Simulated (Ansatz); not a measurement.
Born–Oppenheimer molecular dynamics of a periodic cell of 12 atoms, CaF2 (start crystal CaF2, start structure Fm-3m, volume 1.15 times the crystal's). It starts from a structure without forces on its atoms.

Method: DFT PBEsol, scalar-relativistic, plane waves, PAW in Ansatz 0.2.0. Settings: cutoff 420 eV, k mesh 3x3x3, fermi-dirac smearing 0.17 eV, no spin polarisation.

* ensemble: NVT, Langevin thermostat
* time step: 2 fs
* steps asked: 200
* set temperature: 2000 K
* friction: 0.02 /fs
* seed: 478407

Frames 20 fs apart, positions in Å, forces in eV/Å.

Velocities at 160 fs (Å/ps):

```
Ca -3.45 -8.66 4.18
F 2.51 -13.63 21.75
F 9.01 6.35 1.27
Ca -3.10 8.05 0.26
F -9.05 -13.79 -0.60
F -11.02 -5.30 11.00
Ca -3.40 3.65 -0.13
F 13.37 -3.97 -2.58
F 7.64 -12.82 -0.60
Ca 0.87 0.10 -4.15
F -0.89 21.29 5.55
F 3.33 -8.21 -3.16
```

```xyz
12
Lattice="5.6160 0.0000 0.0000 0.0000 5.6160 0.0000 0.0000 0.0000 5.6160" Properties=species:S:1:pos:R:3:forces:R:3 time_fs=160 energy_less_start_eV=1.753 T=1775
Ca 0.142 0.284 0.188 -0.65 -1.12 0.15
F 1.360 1.668 1.292 0.51 -0.10 -0.16
F 4.135 4.410 3.710 1.90 -1.57 1.15
Ca 2.949 2.899 -0.022 0.59 -0.43 1.07
F 4.847 3.733 0.946 -0.65 1.00 -0.73
F 0.900 0.915 3.955 0.77 0.15 -0.37
Ca 2.907 0.082 2.869 -2.02 1.08 -0.80
F 3.954 1.476 4.134 0.21 0.72 0.88
F 1.637 4.309 1.719 0.16 0.40 -1.19
Ca 0.010 2.885 2.777 0.50 -0.35 0.36
F 1.753 3.619 4.124 -1.27 0.57 -0.14
F 4.196 1.297 1.437 -0.05 -0.35 -0.20
12
Lattice="5.6160 0.0000 0.0000 0.0000 5.6160 0.0000 0.0000 0.0000 5.6160" Properties=species:S:1:pos:R:3:forces:R:3 time_fs=180 energy_less_start_eV=2.120 T=1404
Ca 0.046 0.170 0.255 0.12 -0.60 -1.14
F 1.427 1.391 1.690 -0.09 0.41 -1.50
F 4.373 4.461 3.859 0.23 -0.43 0.04
Ca 2.884 2.955 -0.029 -0.27 -0.77 -0.64
F 4.747 3.421 0.771 0.70 1.26 0.40
F 0.789 1.082 4.062 2.05 0.02 0.56
Ca 2.811 0.104 2.804 -0.38 -0.20 1.70
F 4.204 1.464 4.155 -1.94 0.80 0.69
F 1.765 4.213 1.562 -0.25 0.06 -1.30
Ca -0.002 2.886 2.758 0.36 -0.58 0.94
F 1.783 3.942 3.990 -0.50 -0.07 0.72
F 4.232 1.069 1.540 -0.03 0.09 -0.49
12
Lattice="5.6160 0.0000 0.0000 0.0000 5.6160 0.0000 0.0000 0.0000 5.6160" Properties=species:S:1:pos:R:3:forces:R:3 time_fs=200 energy_less_start_eV=2.305 T=1805
Ca 0.009 -0.036 0.249 -0.13 -0.14 -1.10
F 1.222 1.239 1.721 -0.16 0.37 -1.57
F 4.653 4.346 3.921 -0.81 1.44 0.18
Ca 2.808 2.795 -0.074 -1.08 -0.30 -0.79
F 4.638 3.346 0.615 1.39 1.07 1.56
F 1.016 1.401 4.185 1.17 -0.56 1.30
Ca 2.634 0.078 2.799 0.09 0.00 2.08
F 4.169 1.715 4.169 -1.19 -0.77 0.29
F 1.869 4.130 1.561 -0.64 -0.30 -1.69
Ca -0.055 2.815 2.860 0.57 -0.60 -0.41
F 1.739 4.115 3.933 -0.19 -0.55 1.71
F 4.126 0.858 1.657 0.99 0.35 -1.57
12
Lattice="5.6160 0.0000 0.0000 0.0000 5.6160 0.0000 0.0000 0.0000 5.6160" Properties=species:S:1:pos:R:3:forces:R:3 time_fs=220 energy_less_start_eV=2.401 T=2195
Ca -0.071 -0.224 0.153 0.02 -0.75 -1.35
F 0.944 1.035 1.482 2.49 1.24 0.73
F 4.547 4.425 4.021 -0.06 0.43 -1.20
Ca 2.676 2.530 -0.058 -0.45 1.79 1.60
F 4.502 3.553 0.671 0.58 -0.37 1.69
F 1.232 1.636 4.339 -0.41 -1.22 -0.93
Ca 2.537 0.051 2.862 0.65 -0.29 0.09
F 4.120 1.801 4.372 0.64 -1.57 -1.29
F 1.909 4.012 1.480 -0.76 -0.01 0.31
Ca -0.136 2.714 2.890 -0.01 0.20 -0.39
F 1.804 4.253 4.284 -0.63 -0.02 0.38
F 4.372 0.645 1.711 -2.07 0.58 0.37
12
Lattice="5.6160 0.0000 0.0000 0.0000 5.6160 0.0000 0.0000 0.0000 5.6160" Properties=species:S:1:pos:R:3:forces:R:3 time_fs=240 energy_less_start_eV=2.748 T=2274
Ca -0.037 -0.416 -0.099 0.86 0.75 0.74
F 1.105 1.057 1.518 1.10 0.53 -0.36
F 4.203 4.605 4.028 1.05 -1.10 -0.81
Ca 2.673 2.365 0.110 -0.45 1.47 0.44
F 4.527 3.696 0.942 -0.39 -1.46 0.72
F 1.221 1.778 4.255 -0.11 -0.91 -0.49
Ca 2.663 0.029 2.837 -1.01 -1.19 1.03
F 4.100 1.578 4.410 0.35 -0.27 -0.65
F 1.718 3.901 1.311 -0.52 0.16 1.98
Ca -0.259 2.565 2.778 0.35 -0.02 -0.27
F 1.924 4.334 4.673 -1.11 0.61 -1.28
F 4.433 0.479 1.905 -0.10 1.43 -1.04
12
Lattice="5.6160 0.0000 0.0000 0.0000 5.6160 0.0000 0.0000 0.0000 5.6160" Properties=species:S:1:pos:R:3:forces:R:3 time_fs=260 energy_less_start_eV=4.052 T=1547
Ca 0.065 -0.579 -0.202 0.70 1.16 0.99
F 1.260 1.285 1.556 0.75 -0.50 -0.55
F 4.125 4.666 4.095 1.86 -2.19 -0.02
Ca 2.779 2.341 0.365 -0.99 1.27 -1.64
F 4.551 3.701 1.141 -0.98 -0.87 -0.26
F 1.137 1.717 4.117 0.65 -0.43 0.60
Ca 2.850 -0.087 2.796 -4.84 -1.20 1.60
F 4.164 1.408 4.573 -0.24 0.66 -0.17
F 1.620 3.946 1.381 0.00 0.19 1.14
Ca -0.348 2.390 2.649 1.56 -0.21 1.45
F 1.931 4.356 4.650 -0.84 -0.03 -0.78
F 4.492 0.408 2.008 2.37 2.15 -2.37
12
Lattice="5.6160 0.0000 0.0000 0.0000 5.6160 0.0000 0.0000 0.0000 5.6160" Properties=species:S:1:pos:R:3:forces:R:3 time_fs=280 energy_less_start_eV=4.071 T=1902
Ca 0.166 -0.683 -0.164 -1.89 2.01 2.21
F 1.589 1.503 1.436 -2.00 -2.50 1.92
F 4.141 4.446 4.284 0.19 -0.89 -1.21
Ca 2.937 2.322 0.392 0.75 2.90 -2.52
F 4.575 3.516 1.197 -0.41 0.59 -0.22
F 1.063 1.464 4.065 1.15 -0.85 0.69
Ca 2.744 -0.170 2.810 -0.50 -0.19 1.28
F 4.108 1.410 4.606 0.26 -0.45 -1.08
F 1.637 4.031 1.579 0.07 0.37 0.08
Ca -0.352 2.265 2.733 2.71 3.61 3.05
F 1.740 4.327 4.588 1.89 -1.08 -1.76
F 4.617 0.724 1.941 -2.22 -3.51 -2.46
12
Lattice="5.6160 0.0000 0.0000 0.0000 5.6160 0.0000 0.0000 0.0000 5.6160" Properties=species:S:1:pos:R:3:forces:R:3 time_fs=300 energy_less_start_eV=2.393 T=2886
Ca 0.008 -0.549 0.040 1.15 0.87 0.66
F 1.508 1.373 1.582 0.44 -0.48 -0.23
F 4.418 4.177 4.246 -0.46 -0.46 -1.04
Ca 3.060 2.365 0.315 -3.92 -1.35 -2.09
F 4.445 3.283 1.163 2.84 2.27 2.09
F 1.118 1.273 4.143 1.54 -1.62 1.61
Ca 2.623 -0.366 2.792 1.21 1.84 1.61
F 4.125 1.461 4.309 -0.98 -1.15 0.67
F 1.559 4.105 1.579 -0.93 -1.03 -1.26
Ca -0.133 2.366 3.078 0.30 1.43 -2.04
F 1.738 4.115 4.418 -0.51 -0.36 0.40
F 4.529 0.563 1.729 -0.69 0.03 -0.37
12
Lattice="5.6160 0.0000 0.0000 0.0000 5.6160 0.0000 0.0000 0.0000 5.6160" Properties=species:S:1:pos:R:3:forces:R:3 time_fs=320 energy_less_start_eV=1.395 T=2359
Ca -0.020 -0.386 0.164 0.80 -0.30 -0.59
F 1.373 1.272 1.699 0.72 -0.44 -0.25
F 4.575 4.218 4.034 -0.86 -0.10 -0.07
Ca 2.943 2.400 -0.001 -0.87 0.36 0.81
F 4.621 3.422 1.074 -1.19 -0.93 0.13
F 1.345 0.992 4.435 0.33 -0.26 0.17
Ca 2.634 -0.453 2.902 0.35 0.69 -0.32
F 4.125 1.407 4.119 -0.47 -0.58 0.54
F 1.330 3.970 1.325 1.61 0.21 0.77
Ca 0.115 2.442 3.188 0.19 0.35 -1.57
F 1.565 3.738 4.268 0.64 0.01 0.08
F 4.364 0.317 1.652 -1.24 0.99 0.30
12
Lattice="5.6160 0.0000 0.0000 0.0000 5.6160 0.0000 0.0000 0.0000 5.6160" Properties=species:S:1:pos:R:3:forces:R:3 time_fs=340 energy_less_start_eV=2.395 T=1528
Ca -0.082 -0.267 0.208 -0.36 -1.66 0.63
F 1.473 1.355 1.740 0.11 -0.91 0.13
F 4.456 4.274 3.959 0.01 -0.50 0.34
Ca 2.833 2.342 -0.223 -0.11 1.61 3.25
F 4.469 3.301 0.989 0.11 -0.36 0.00
F 1.568 0.697 4.803 -0.65 0.01 -1.23
Ca 2.650 -0.413 3.050 0.01 -0.12 -0.62
F 3.984 1.296 4.130 1.67 -0.60 -0.74
F 1.487 3.960 1.278 0.08 0.60 0.61
Ca 0.276 2.392 3.131 -2.81 -0.33 -2.08
F 1.448 3.523 4.227 1.32 1.44 0.61
F 4.061 0.267 1.686 0.62 0.82 -0.90
12
Lattice="5.6160 0.0000 0.0000 0.0000 5.6160 0.0000 0.0000 0.0000 5.6160" Properties=species:S:1:pos:R:3:forces:R:3 time_fs=360 energy_less_start_eV=3.589 T=976
Ca -0.084 -0.189 0.141 -0.87 -1.82 0.98
F 1.588 1.416 1.793 -0.49 -0.17 0.23
F 4.468 4.224 3.763 0.72 -1.31 0.58
Ca 2.823 2.374 -0.174 -2.73 -1.26 -0.51
F 4.082 3.150 0.897 4.30 1.81 2.70
F 1.650 0.562 4.932 -0.24 0.97 -1.42
Ca 2.701 -0.371 3.161 -0.53 -0.40 -1.09
F 4.145 1.027 4.249 1.12 0.94 0.22
F 1.729 4.275 1.246 -1.13 -0.19 0.64
Ca 0.198 2.296 3.053 -1.35 1.18 -0.23
F 1.495 3.650 4.320 -0.55 -0.45 -0.90
F 3.926 0.359 1.654 1.75 0.71 -1.19
12
Lattice="5.6160 0.0000 0.0000 0.0000 5.6160 0.0000 0.0000 0.0000 5.6160" Properties=species:S:1:pos:R:3:forces:R:3 time_fs=380 energy_less_start_eV=2.893 T=3162
Ca -0.153 -0.317 0.157 0.88 -1.67 -0.03
F 1.667 1.535 2.018 0.41 -0.25 -0.44
F 4.542 3.911 3.721 -0.64 0.20 0.68
Ca 2.817 2.337 -0.210 1.51 1.52 2.23
F 4.298 3.313 1.084 1.22 0.17 0.02
F 1.925 0.692 4.804 -2.67 -1.31 -0.85
Ca 2.652 -0.467 3.035 1.32 0.42 0.22
F 4.282 0.889 4.400 0.98 0.82 -0.94
F 1.893 4.554 1.259 -1.63 -0.80 -0.48
Ca -0.002 2.226 2.924 -1.57 0.69 0.03
F 1.489 3.716 4.490 -0.59 -0.23 -1.22
F 4.024 0.582 1.420 0.78 0.45 0.79
```

Of the whole run (400 fs, mean temperature of the second half 2056 K): A run of 0.4 ps of so small a system gives no equilibrium averages.

The run took 25 min on 2 threads of Arm Neoverse V1, with other jobs on the host, peak memory 0.59 GiB.
